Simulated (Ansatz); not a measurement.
**Co in Ansatz: the effect of starting spin order**

The system is Co.

```
CELL_PARAMETERS angstrom
2.47200 0.00000 0.00000
-1.23600 2.14081 0.00000
0.00000 0.00000 4.02114
ATOMIC_POSITIONS crystal
Co 0.66667 0.33333 0.75000
Co 0.33333 0.66667 0.25000
```

Alike in all runs:

| Property | Result |
| --- | --- |
| Program | Ansatz 0.2.0 |
| Task | single point |
| Functional | PBEsol |
| Potentials or basis | all-electron LAPW, scalar-relativistic |
| Cutoff | 315 eV (chosen from the basis error) |
| Basis error allowed | 0.001 eV/atom |
| k mesh | 12 × 12 × 7 |
| Occupations | fermi-dirac, width 0.05 eV |

```tsv
starting spin order	spin	starting moments	energy over the lowest run (meV/atom)	final net moment (μB)	final largest site moment (μB)
fm	collinear spin, ferromagnetic start	[2.0, 2.0] μB	0.0	3.20	1.65
off	no spin polarisation	-	?	?	?
afm	collinear spin, antiferromagnetic start	[2.0, -2.0] μB	0.0	-3.20	1.65
ferri	collinear spin, ferrimagnetic start	[2.0, -1.0] μB	0.0	3.20	1.65
```

Q: What does the run with starting spin order off give?

A: Energy over the lowest run 209.4 meV/atom; final net moment 0.00 μB; final largest site moment 0.00 μB.

Caveats: the starting moments weren't kept (some runs).
